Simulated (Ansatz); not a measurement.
# Ag: the order of phases, without relativity

Which of fcc, bcc, hcp is lowest for Ag, without relativity? Methods of the runs shown: PAW and LAPW.

Method: DFT PBE, with the methods named in each step, in Ansatz 0.2.0.

### 1 The structure to begin with

Symmetry: Fm-3m, No. 225, cubic system. Conventional cell: a = 4.147 Å, b = 4.147 Å, c = 4.147 Å, α = 90.00°, β = 90.00°, γ = 90.00°. Around Ag (site symmetry m-3m) lie 12 Ag at 2.93 Å.

As a file:

```xyz
1
Lattice="0.0000 2.0734 2.0734 2.0734 0.0000 2.0734 2.0734 2.0734 0.0000" Properties=species:S:1:pos:R:3 pbc="T T T"
Ag    0.0000    0.0000    0.0000
```

The PAW steps are scalar-relativistic and only prepare the cells; LAPW drops relativity.

### 2 Fcc relaxed, PAW

input.yaml reads:

```yaml
crystal:
  lattice:
    - [0.0, 2.0734371548, 2.0734371548]
    - [2.0734371548, 0.0, 2.0734371548]
    - [2.0734371548, 2.0734371548, 0.0]
  atoms:
    - { symbol: Ag, position: [0.0, 0.0, 0.0] }
kpoints:
  mp_grid: { grid: [17, 17, 17] }
scf:
  occupations: { method: fermi_dirac, width: 0.05 }
hamiltonian:
  xc: pbe
  pseudopotentials: { kind: paw }
output:
  forces: true
  stress: true
  write_density: true
  write_potential: true
  elf: true
  volumetric_format: npy
relax:
  f_tol: 0.005
  max_steps: 40
  cell: {}
```

The run is started by

```sh
$ ansatz run input.yaml --threads 1 --pin off --max-ram 3072MiB --backend cpu --events-out ev --progress --plain --runs-dir out
```

After this run come: Fcc relaxed, LAPW; Bcc relaxed, PAW; Bcc relaxed, LAPW; Hcp relaxed, PAW; Hcp relaxed, LAPW.

What does the calculation give? Wanted: lowest (for each run or level that gives them).

**Answer**, as computed:

| quantity | value |
| --- | --- |
| lowest (LAPW) | hcp, 2.1 meV/atom under fcc |
| lowest (PAW) | fcc, 0.5 meV/atom under hcp |

In words: By LAPW the order is hcp < fcc < bcc; the first two lie within 2.1 meV/atom, too close to call. By PAW the order is fcc ≈ hcp < bcc; the first two lie within 0.5 meV/atom, too close to call. Only LAPW drops relativity: the PAW files are scalar-relativistic and give the starting cells, so the two sets of rows differ by relativity and by the method's own errors together. Only these structures were tried, with electrons smeared by 0.05 eV and without vibrations, so the true ground state may be another. The k meshes differ between phases and weren't tested, which can move differences by some meV.
